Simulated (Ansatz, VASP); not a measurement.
**One calculation of GaP, two programs**

The input INCAR:

```
SYSTEM = GaP
PREC     = Accurate       ! precision mode
ENCUT    = 520            ! plane-wave cutoff, eV
EDIFF    = 1E-8           ! SCF threshold, eV
ISMEAR   = -1             ! smearing method
SIGMA    = 0.05           ! smearing width, eV
LREAL    = .False.        ! projectors in reciprocal space
LASPH    = .True.         ! aspherical terms in the spheres
NELM     = 100            ! most SCF steps
ALGO     = Normal         ! electronic algorithm
ISIF     = 2              ! what is computed and relaxed
LWAVE    = .False.        ! write WAVECAR
LCHARG   = .False.        ! write CHGCAR
LEFG     = .True.       
NBANDS   = 16             ! bands
```

File KPOINTS:

```
regular mesh
0
Gamma
  12 12 12
  0 0 0
```

Contents of POSCAR:

```
GaP
1.0
    0.0000000000      2.5804676415      2.5804676415
    2.5804676415      0.0000000000      2.5804676415
    2.5804676415      2.5804676415      0.0000000000
Ga P
1 1
Direct
    0.0000000000      0.0000000000      0.0000000000
    0.5000000000      0.5000000000      0.5000000000
```

Input for Ansatz:

```yaml
crystal:
  lattice:
    - [0.0, 2.5804676415, 2.5804676415]
    - [2.5804676415, 0.0, 2.5804676415]
    - [2.5804676415, 2.5804676415, 0.0]
  atoms:
    - { symbol: Ga, position: [0.0, 0.0, 0.0] }
    - { symbol: P, position: [0.5, 0.5, 0.5] }
kpoints:
  mp_grid: { grid: [12, 12, 12] }
  band_path:
    path:
      - [0.0, 0.0, 0.0]
      - [0.5, 0.0, 0.5]
      - [0.625, 0.25, 0.625]
      - [0.375, 0.375, 0.75]
      - [0.0, 0.0, 0.0]
      - [0.5, 0.5, 0.5]
      - [0.5, 0.25, 0.75]
      - [0.5, 0.0, 0.5]
    npoints: 5
scf:
  occupations: { method: fermi_dirac, width: 0.05 }
hamiltonian:
  xc: lda
  pseudopotentials: { kind: paw }
output:
  forces: true
  stress: true
  eigenvalues: true
  efg: { contact_densities: true }
```

Alike in both runs: task electric field gradients; functional LDA; k mesh 12 × 12 × 12; occupations fermi-dirac, width 0.05 eV; no spin polarisation.

|  | VASP | Ansatz |
| --- | --- | --- |
| version | VASP 6.6.1 | Ansatz 0.2.0 |
| potentials or method | VASP PAW LDA potentials, release 64 (Ga_d, P) | PAW with Ansatz's default frozen-core files, scalar-relativistic |
| plane-wave cutoff (eV) | 520 | 420 |
| valence electrons in the cell | 18 | 18 |

```csv
,VASP,Ansatz,Ansatz less VASP
pressure (GPa),-5.6,-5.8,-0.14
Vzz of the field gradient on the site that differs most (V/Å²),0.0,0.0,+0.01
```
